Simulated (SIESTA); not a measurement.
Runs of SIESTA 5.4.2 on Ir. The structure is cubic, space group Fm-3m (No. 225). Conventional cell: a = 3.831 Å, b = 3.831 Å, c = 3.831 Å, α = 90.00°, β = 90.00°, γ = 90.00°. Ir (site symmetry m-3m) has 12 Ir at 2.71 Å as nearest neighbours. 

```csv
task,level,potentials or basis,cell,k mesh,optimiser,force tolerance,mesh quality,gap on the mesh (eV),pressure (GPa),relaxed volume (Å³/atom)
relaxation of cell and atoms,PBE,"PseudoDojo 0.4 standard (PBE files), SZP (energy shift 0.003 Ry)",relaxed,7 × 7 × 7,Broyden,0.01 eV/Å,coarse,none,0.0,(a)
relaxation of cell and atoms,PBE,"PseudoDojo 0.4 standard (PBE files), TZDP (energy shift 0.003 Ry; two zetas on semicore shells)",relaxed,7 × 7 × 7,Broyden,0.01 eV/Å,coarse,none,0.0,14.64
relaxation of cell and atoms,PBE,"PseudoDojo 0.4 standard (PBE files), DZDP (energy shift 0.003 Ry; two zetas on semicore shells)",relaxed,7 × 7 × 7,Broyden,0.01 eV/Å,coarse,none,0.0,14.64
single point,PBEsol,"PseudoDojo 0.4 standard (PBE files), DZP (energy shift 0.003 Ry; two zetas on semicore shells)",cell strained at random at fixed volume,12 × 12 × 12,-,-,not flagged,none,3.6,-
band structure,PBEsol,"PseudoDojo 0.4 standard (PBE files), DZP (energy shift 0.003 Ry; two zetas on semicore shells)",as given,12 × 12 × 12,-,-,not flagged,none,3.2,-
single point,PBEsol,"PseudoDojo 0.4 standard (PBE files), DZP (energy shift 0.003 Ry; two zetas on semicore shells)",as given,12 × 12 × 12,-,-,not flagged,none,3.2,-
relaxation of cell and atoms,PBE,"PseudoDojo 0.4 standard (PBE files), DZ (energy shift 0.003 Ry; two zetas on semicore shells)",relaxed,7 × 7 × 7,Broyden,0.01 eV/Å,coarse,none,-0.1,14.30
```

Alike in all rows: no spin polarisation; smearing fermi-dirac 0.05 eV; grid cutoff 800 Ry; energy shift 0.003 Ry.

Estimate the missing entries.

(a) 14.53.

Caveats: some runs use coarse meshes; short orbitals over semicore shells can move pressures by several GPa; the valence orbitals were made in a potential fitted to the semicore shell under them, which widens gaps by tenths of an eV or more; the basis of atomic orbitals isn't converged, which shifts pressures, moduli and gaps; the potentials were made for another functional, which shifts forces and pressure (some runs); spin-orbit coupling is left out, which moves the levels of the heavy elements (some runs); the basis has no polarisation orbitals (some runs).

A k mesh can miss the band edges, and the runs leave out spin-orbit coupling on Ir.

A gap of «none» marks a metal or a gap under the smearing width.
